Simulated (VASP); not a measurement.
# NbAs (Fm-3m) in VASP: a series of runs

Aim: see how the results for NbAs move with the level of theory and the settings. Levels: PBE, LDA. Tasks: electric field gradients.

Everything below comes from runs of VASP 6.6.1. Logs are shortened: lines on timing, memory, paths and dates and some standing lists are left out, and cuts for length are marked.

## 1. Starting point

The structure is cubic, space group Fm-3m (No. 225). Conventional cell: a = 5.275 Å, b = 5.275 Å, c = 5.275 Å, α = 90.00°, β = 90.00°, γ = 90.00°. Nb (site symmetry m-3m) has 6 As at 2.64 Å as nearest neighbours. As (site symmetry m-3m) is surrounded by 6 Nb at 2.64 Å.

Measurements of this composition are mostly on another form, of space group No. 109.

## 2. Electric field gradients, PBE, non-collinear spin, zero start, spin-orbit coupling

INCAR reads:

```
SYSTEM = NbAs
ALGO = Normal
EDIFF = 1E-8
ENCUT = 520
GGA = PE
GGA_COMPAT = .FALSE.
ISIF = 2
ISMEAR = -1
LASPH = .TRUE.
LCHARG = .FALSE.
LEFG = .TRUE.
LMAXMIX = 4
LNONCOLLINEAR = .TRUE.
LORBIT = 11
LORBMOM = .TRUE.
LREAL = .FALSE.
LSORBIT = .TRUE.
LWAVE = .FALSE.
MAGMOM = 0 0 0 0 0 0
NBANDS = 30
NELM = 150
PREC = Accurate
SIGMA = 0.05
```

KPOINTS reads:

```
k-points
0
G
  11 11 11
  0 0 0
```

POSCAR reads:

```
NbAs
1.0
    0.0000000000      2.6376010551      2.6376010551
    2.6376010551      0.0000000000      2.6376010551
    2.6376010551      2.6376010551      0.0000000000
Nb As
1 1
Direct
    0.0000000000      0.0000000000      0.0000000000
    0.5000000000      0.5000000000      0.5000000000
```

Potentials or basis: VASP PAW PBE potentials, release 64 (Nb_sv, As).

Started as:

```bash
$ cat potpaw_PBE.64/Nb_sv/POTCAR potpaw_PBE.64/As/POTCAR > POTCAR
$ mpirun -np 1 vasp_ncl > vasp.out
```

OUTCAR:

```text
SYSTEM = NbAs
   EDIFF = 1E-8
   ENCUT = 520
   GGA = PE
   ISIF = 2
   ISMEAR = -1
   LASPH = .TRUE.
   LNONCOLLINEAR = .TRUE.
   LORBIT = 11
   LREAL = .FALSE.
   LSORBIT = .TRUE.
   NELM = 150
   PREC = Accurate

 ion  position               nearest neighbor table
   1  0.000  0.000  0.000-   2 2.64   2 2.64   2 2.64   2 2.64   2 2.64   2 2.64
   2  0.500  0.500  0.500-   1 2.64   1 2.64   1 2.64   1 2.64   1 2.64   1 2.64

  LATTYP: Found a face centered cubic cell.
 ALAT       =     5.2752021102

  Lattice vectors:

 A1 = (   0.0000000000,   2.6376010551,   2.6376010551)
 A2 = (   2.6376010551,   0.0000000000,   2.6376010551)
 A3 = (   2.6376010551,   2.6376010551,   0.0000000000)

Analysis of symmetry for initial positions (statically):
=====================================================================
 Subroutine PRICEL returns:
 Original cell was already a primitive cell.

 Routine SETGRP: Setting up the symmetry group for a
 face centered cubic supercell.

 Subroutine GETGRP returns: Found 48 space group operations
 (whereof 48 operations were pure point group operations)
 out of a pool of 48 trial point group operations.

The static configuration has the point symmetry O_h .

Analysis of symmetry for dynamics (positions and initial velocities):
=====================================================================
 Subroutine PRICEL returns:
 Original cell was already a primitive cell.

 Routine SETGRP: Setting up the symmetry group for a
 face centered cubic supercell.

 Subroutine GETGRP returns: Found 48 space group operations
 (whereof 48 operations were pure point group operations)
 out of a pool of 48 trial point group operations.

The dynamic configuration has the point symmetry O_h .

Analysis of structural, dynamic, and magnetic symmetry:
=====================================================================
 Subroutine PRICEL returns:
 Original cell was already a primitive cell.

 Routine SETGRP: Setting up the symmetry group for a
 face centered cubic supercell.

 Subroutine GETGRP returns: Found 48 space group operations
 (whereof 48 operations were pure point group operations)
 out of a pool of 48 trial point group operations.

The overall configuration has the point symmetry O_h .

 Subroutine INISYM returns: Found 48 space group operations
 (whereof 48 operations are pure point group operations),
 and found     1 'primitive' translations

----------------------------------------------------------------------------------------

                                     Primitive cell

  volume of cell :      36.6993

  direct lattice vectors                    reciprocal lattice vectors
     0.000000000  2.637601055  2.637601055    -0.189566197  0.189566197  0.189566197
     2.637601055  0.000000000  2.637601055     0.189566197 -0.189566197  0.189566197
     2.637601055  2.637601055  0.000000000     0.189566197  0.189566197 -0.189566197

  length of vectors
     3.730131184  3.730131184  3.730131184     0.328338284  0.328338284  0.328338284

  position of ions in fractional coordinates (direct lattice)
     0.000000000  0.000000000  0.000000000
     0.500000000  0.500000000  0.500000000

  ion indices of the primitive-cell ions
   primitive index   ion index
                 1           1
                 2           2

----------------------------------------------------------------------------------------

 KPOINTS: k-points

Automatic generation of k-mesh.
 Grid dimensions read from file:
 generate k-points for:   11   11   11

 Generating k-lattice:

  Cartesian coordinates                     Fractional coordinates (reciprocal lattice)
[... 920 lines left out ...]
  external PRESSURE =       0.6195886 kB  Pullay stress =       0.0000000 kB

 VOLUME and BASIS-vectors are now :
 -----------------------------------------------------------------------------
  energy-cutoff  :      520.00
  volume of cell :       36.70
      direct lattice vectors                 reciprocal lattice vectors
     0.000000000  2.637601055  2.637601055    -0.189566197  0.189566197  0.189566197
     2.637601055  0.000000000  2.637601055     0.189566197 -0.189566197  0.189566197
     2.637601055  2.637601055  0.000000000     0.189566197  0.189566197 -0.189566197

 POSITION                                       TOTAL-FORCE (eV/Angst)
 -----------------------------------------------------------------------------------
      0.00000      0.00000      0.00000         0.000000     -0.000000      0.000000
      2.63760      2.63760      2.63760        -0.000000      0.000000     -0.000000
 -----------------------------------------------------------------------------------
    total drift:                               -0.000000      0.000000      0.000000

  FREE ENERGIE OF THE ION-ELECTRON SYSTEM (eV)
  ---------------------------------------------------
  free  energy   TOTEN  =       -15.4669337807 eV

  energy  without entropy=      -15.4455442922  energy(sigma->0) =      -15.45623904

 Electric field gradients (V/A^2)
---------------------------------------------------------------------
 ion       V_xx      V_yy      V_zz      V_xy      V_xz      V_yz
---------------------------------------------------------------------
   1      -0.000    -0.000    -0.000    -0.000    -0.000    -0.000
   2       0.000     0.000    -0.000     0.000     0.000     0.000
---------------------------------------------------------------------

 Electric field gradients after diagonalization (V/A^2)
 (convention: |V_zz| > |V_xx| > |V_yy|)
----------------------------------------------------------------------
 ion       V_xx      V_yy      V_zz     asymmetry (V_yy - V_xx)/ V_zz
----------------------------------------------------------------------
   1       0.000     0.000    -0.001       0.000
   2      -0.000    -0.000     0.000       0.000
----------------------------------------------------------------------

           NMR quadrupolar parameters

 Cq : quadrupolar parameter    Cq=e*Q*V_zz/h
 eta: asymmetry parameters     (V_yy - V_xx)/ V_zz
 Q  : nuclear electric quadrupole moment in mb (millibarn)
----------------------------------------------------------------------
 ion       Cq(MHz)       eta       Q (mb)
----------------------------------------------------------------------
   1      -0.000       0.000       1.000
   2       0.000       0.000       1.000
----------------------------------------------------------------------

 orbital moment (x)

 # of ion     p       d       tot
 ----------------------------------------
  1        -0.000  -0.000  -0.000
  2         0.000   0.000   0.000
 ----------------------------------------
            0.000  -0.000  -0.000

 orbital moment (y)

 # of ion     p       d       tot
 ----------------------------------------
  1         0.000  -0.000  -0.000
  2         0.000  -0.000   0.000
 ----------------------------------------
            0.000  -0.000  -0.000

 orbital moment (z)

 # of ion     p       d       tot
 ----------------------------------------
  1         0.000   0.000   0.000
  2         0.000   0.000   0.000
 ----------------------------------------
            0.000   0.000   0.000

 Spin-Orbit-Coupling matrix elements

 Ion:    1  E_soc:     -0.1735516
 l=   1
     0.0000000    -0.0264587    -0.0264587
    -0.0264587     0.0000000    -0.0264587
    -0.0264587    -0.0264587     0.0000000
 l=   2
     0.0000000    -0.0005701     0.0000000    -0.0005701    -0.0018964
    -0.0005701     0.0000000    -0.0014223    -0.0005701    -0.0004741
     0.0000000    -0.0014223     0.0000000    -0.0014223     0.0000000
    -0.0005701    -0.0005701    -0.0014223     0.0000000    -0.0004741
    -0.0018964    -0.0004741     0.0000000    -0.0004741     0.0000000
 l=   3
     0.0000000     0.0000000     0.0000000     0.0000000     0.0000000     0.0000000     0.0000000
     0.0000000     0.0000000     0.0000000     0.0000000     0.0000000     0.0000000     0.0000000
     0.0000000     0.0000000     0.0000000     0.0000000     0.0000000     0.0000000     0.0000000
     0.0000000     0.0000000     0.0000000     0.0000000     0.0000000     0.0000000     0.0000000
     0.0000000     0.0000000     0.0000000     0.0000000     0.0000000     0.0000000     0.0000000
     0.0000000     0.0000000     0.0000000     0.0000000     0.0000000     0.0000000     0.0000000
     0.0000000     0.0000000     0.0000000     0.0000000     0.0000000     0.0000000     0.0000000

 Ion:    2  E_soc:     -0.0254640
 l=   1
     0.0000000    -0.0042493    -0.0042493
    -0.0042493     0.0000000    -0.0042493
    -0.0042493    -0.0042493     0.0000000
 l=   2
     0.0000000    -0.0000040     0.0000000    -0.0000040     0.0000093
    -0.0000040     0.0000000     0.0000070    -0.0000040     0.0000023
     0.0000000     0.0000070     0.0000000     0.0000070     0.0000000
    -0.0000040    -0.0000040     0.0000070     0.0000000     0.0000023
     0.0000093     0.0000023     0.0000000     0.0000023     0.0000000
 l=   3
     0.0000000     0.0000000     0.0000000     0.0000000     0.0000000     0.0000000     0.0000000
     0.0000000     0.0000000     0.0000000     0.0000000     0.0000000     0.0000000     0.0000000
     0.0000000     0.0000000     0.0000000     0.0000000     0.0000000     0.0000000     0.0000000
     0.0000000     0.0000000     0.0000000     0.0000000     0.0000000     0.0000000     0.0000000
     0.0000000     0.0000000     0.0000000     0.0000000     0.0000000     0.0000000     0.0000000
     0.0000000     0.0000000     0.0000000     0.0000000     0.0000000     0.0000000     0.0000000
     0.0000000     0.0000000     0.0000000     0.0000000     0.0000000     0.0000000     0.0000000

 total charge

# of ion       s       p       d       tot
------------------------------------------
    1        2.130   5.987   2.515  10.631
    2        1.197   1.644   0.075   2.915
--------------------------------------------------
tot          3.327   7.630   2.589  13.546

 magnetization (x)

# of ion       s       p       d       tot
------------------------------------------
    1       -0.000   0.000   0.000   0.000
    2       -0.000   0.000   0.000  -0.000
--------------------------------------------------
tot         -0.000   0.000   0.000   0.000

 magnetization (y)

# of ion       s       p       d       tot
------------------------------------------
    1       -0.000   0.000   0.000   0.000
    2       -0.000   0.000   0.000  -0.000
--------------------------------------------------
tot         -0.000   0.000   0.000   0.000

 magnetization (z)

# of ion       s       p       d       tot
------------------------------------------
    1        0.000  -0.000   0.000   0.000
    2        0.000   0.000   0.000   0.000
--------------------------------------------------
tot          0.000   0.000   0.000   0.000
```

Run time: 92 s. Hardware: 1 thread of AMD EPYC 9R45 (Zen 5), shared host; peak memory 0.27 GiB.

Results:

| Property | Result |
| --- | --- |
| Free energy | -15.4669 eV |
| Pressure | 0.1 GPa |
| Net moment | 0.00 μB per cell |
| Valence electrons inside the program's atomic spheres | Nb 10.63; As 2.92 |

Moments on the atoms (μB; x, y, z):
```
Nb  0.00 0.00 0.00
As  0.00 0.00 0.00
```

Electric field gradients, principal values (V/Å²):
```csv
atom,Vxx,Vyy,Vzz
1 Nb,0.000,0.000,-0.001
2 As,0.000,0.000,0.000
```

(Continued in part 2 of 2.)
